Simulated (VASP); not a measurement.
Input of a VASP 6.6.1 run:

Contents of INCAR:

```
PREC     = Accurate       # precision mode
ENCUT    = 520            # plane-wave cutoff, eV
EDIFF    = 1E-6           # SCF threshold, eV
ISMEAR   = 1              # smearing method
SIGMA    = 0.1            # smearing width, eV
LREAL    = F              # projectors in reciprocal space
LASPH    = T              # aspherical terms in the spheres
NELM     = 80             # most SCF steps
ALGO     = Fast           # electronic algorithm
ISIF     = 2              # what is computed and relaxed
LWAVE    = F              # write WAVECAR
LCHARG   = F              # write CHGCAR
LMAXMIX  = 4              # l up to which the mixer works
GGA      = PE             # functional
NBANDS   = 12             # bands
ICORELEVEL= 1
```

File KPOINTS:

```
regular mesh
0
Gamma
  16 16 16
```

Contents of POSCAR:

```
Nb                                      
1.0
   -1.6533075005      1.6533075005      1.6533075005
    1.6533075005     -1.6533075005      1.6533075005
    1.6533075005      1.6533075005     -1.6533075005
  Nb            
     1
Direct
     0.0000000000000000    0.0000000000000000    0.0000000000000000
```

The input KPOINTS_OPT:

```
explicit points
124
Reciprocal
 0.0000000000  0.0000000000  0.0000000000 1
 0.0263157895 -0.0263157895  0.0263157895 1
 0.0526315789 -0.0526315789  0.0526315789 1
 0.0789473684 -0.0789473684  0.0789473684 1
 0.1052631579 -0.1052631579  0.1052631579 1
 0.1315789474 -0.1315789474  0.1315789474 1
 0.1578947368 -0.1578947368  0.1578947368 1
 0.1842105263 -0.1842105263  0.1842105263 1
 0.2105263158 -0.2105263158  0.2105263158 1
 0.2368421053 -0.2368421053  0.2368421053 1
 0.2631578947 -0.2631578947  0.2631578947 1
 0.2894736842 -0.2894736842  0.2894736842 1
 0.3157894737 -0.3157894737  0.3157894737 1
 0.3421052632 -0.3421052632  0.3421052632 1
 0.3684210526 -0.3684210526  0.3684210526 1
 0.3947368421 -0.3947368421  0.3947368421 1
 0.4210526316 -0.4210526316  0.4210526316 1
 0.4473684211 -0.4473684211  0.4473684211 1
 0.4736842105 -0.4736842105  0.4736842105 1
 0.5000000000 -0.5000000000  0.5000000000 1
 0.5000000000 -0.5000000000  0.5000000000 1
 0.4736842105 -0.4736842105  0.5000000000 1
 0.4473684211 -0.4473684211  0.5000000000 1
 0.4210526316 -0.4210526316  0.5000000000 1
 0.3947368421 -0.3947368421  0.5000000000 1
 0.3684210526 -0.3684210526  0.5000000000 1
 0.3421052632 -0.3421052632  0.5000000000 1
 0.3157894737 -0.3157894737  0.5000000000 1
 0.2894736842 -0.2894736842  0.5000000000 1
 0.2631578947 -0.2631578947  0.5000000000 1
 0.2368421053 -0.2368421053  0.5000000000 1
 0.2105263158 -0.2105263158  0.5000000000 1
 0.1842105263 -0.1842105263  0.5000000000 1
 0.1578947368 -0.1578947368  0.5000000000 1
 0.1315789474 -0.1315789474  0.5000000000 1
 0.1052631579 -0.1052631579  0.5000000000 1
 0.0789473684 -0.0789473684  0.5000000000 1
 0.0526315789 -0.0526315789  0.5000000000 1
 0.0263157895 -0.0263157895  0.5000000000 1
 0.0000000000  0.0000000000  0.5000000000 1
 0.0000000000  0.0000000000  0.5000000000 1
 0.0000000000  0.0000000000  0.4736842105 1
 0.0000000000  0.0000000000  0.4473684211 1
 0.0000000000  0.0000000000  0.4210526316 1
 0.0000000000  0.0000000000  0.3947368421 1
 0.0000000000  0.0000000000  0.3684210526 1
 0.0000000000  0.0000000000  0.3421052632 1
 0.0000000000  0.0000000000  0.3157894737 1
 0.0000000000  0.0000000000  0.2894736842 1
 0.0000000000  0.0000000000  0.2631578947 1
 0.0000000000  0.0000000000  0.2368421053 1
 0.0000000000  0.0000000000  0.2105263158 1
 0.0000000000  0.0000000000  0.1842105263 1
 0.0000000000  0.0000000000  0.1578947368 1
 0.0000000000  0.0000000000  0.1315789474 1
 0.0000000000  0.0000000000  0.1052631579 1
 0.0000000000  0.0000000000  0.0789473684 1
 0.0000000000  0.0000000000  0.0526315789 1
 0.0000000000  0.0000000000  0.0263157895 1
 0.0000000000  0.0000000000  0.0000000000 1
 0.0000000000  0.0000000000  0.0000000000 1
 0.0131578947  0.0131578947  0.0131578947 1
 0.0263157895  0.0263157895  0.0263157895 1
 0.0394736842  0.0394736842  0.0394736842 1
 0.0526315789  0.0526315789  0.0526315789 1
 0.0657894737  0.0657894737  0.0657894737 1
 0.0789473684  0.0789473684  0.0789473684 1
 0.0921052632  0.0921052632  0.0921052632 1
 0.1052631579  0.1052631579  0.1052631579 1
 0.1184210526  0.1184210526  0.1184210526 1
 0.1315789474  0.1315789474  0.1315789474 1
 0.1447368421  0.1447368421  0.1447368421 1
 0.1578947368  0.1578947368  0.1578947368 1
 0.1710526316  0.1710526316  0.1710526316 1
 0.1842105263  0.1842105263  0.1842105263 1
 0.1973684211  0.1973684211  0.1973684211 1
 0.2105263158  0.2105263158  0.2105263158 1
 0.2236842105  0.2236842105  0.2236842105 1
 0.2368421053  0.2368421053  0.2368421053 1
 0.2500000000  0.2500000000  0.2500000000 1
 0.2500000000  0.2500000000  0.2500000000 1
 0.2631578947  0.2105263158  0.2631578947 1
 0.2763157895  0.1710526316  0.2763157895 1
 0.2894736842  0.1315789474  0.2894736842 1
 0.3026315789  0.0921052632  0.3026315789 1
 0.3157894737  0.0526315789  0.3157894737 1
 0.3289473684  0.0131578947  0.3289473684 1
 0.3421052632 -0.0263157895  0.3421052632 1
 0.3552631579 -0.0657894737  0.3552631579 1
 0.3684210526 -0.1052631579  0.3684210526 1
 0.3815789474 -0.1447368421  0.3815789474 1
 0.3947368421 -0.1842105263  0.3947368421 1
 0.4078947368 -0.2236842105  0.4078947368 1
 0.4210526316 -0.2631578947  0.4210526316 1
 0.4342105263 -0.3026315789  0.4342105263 1
 0.4473684211 -0.3421052632  0.4473684211 1
 0.4605263158 -0.3815789474  0.4605263158 1
 0.4736842105 -0.4210526316  0.4736842105 1
 0.4868421053 -0.4605263158  0.4868421053 1
 0.5000000000 -0.5000000000  0.5000000000 1
 0.2500000000  0.2500000000  0.2500000000 1
 0.2368421053  0.2368421053  0.2631578947 1
 0.2236842105  0.2236842105  0.2763157895 1
 0.2105263158  0.2105263158  0.2894736842 1
 0.1973684211  0.1973684211  0.3026315789 1
 0.1842105263  0.1842105263  0.3157894737 1
 0.1710526316  0.1710526316  0.3289473684 1
 0.1578947368  0.1578947368  0.3421052632 1
 0.1447368421  0.1447368421  0.3552631579 1
 0.1315789474  0.1315789474  0.3684210526 1
 0.1184210526  0.1184210526  0.3815789474 1
 0.1052631579  0.1052631579  0.3947368421 1
 0.0921052632  0.0921052632  0.4078947368 1
 0.0789473684  0.0789473684  0.4210526316 1
 0.0657894737  0.0657894737  0.4342105263 1
 0.0526315789  0.0526315789  0.4473684211 1
 0.0394736842  0.0394736842  0.4605263158 1
 0.0263157895  0.0263157895  0.4736842105 1
 0.0131578947  0.0131578947  0.4868421053 1
 0.0000000000  0.0000000000  0.5000000000 1
 0.0000000000  0.0000000000  0.0000000000 1
 0.5000000000 -0.5000000000  0.5000000000 1
 0.2500000000  0.2500000000  0.2500000000 1
 0.0000000000  0.0000000000  0.5000000000 1
```

Potentials or basis: VASP PAW PBE potentials, release 64 (Nb_sv).

Run with:

```bash
$ cat potpaw_PBE.64/Nb_sv/POTCAR > POTCAR
$ mpirun -np 1 vasp_std > vasp.out
```

What does it give for the pressure?

0.0 GPa.

Predict the band gap along the path.

none (metal or under the smearing width).

Core levels (eV, on the scale of the bands):
```tsv
atom	levels
1 Nb	1s -18789.9, 2s -2615.1, 2p -2333.2, 3s -423.6, 3p -331.5, 3d -181.0
```
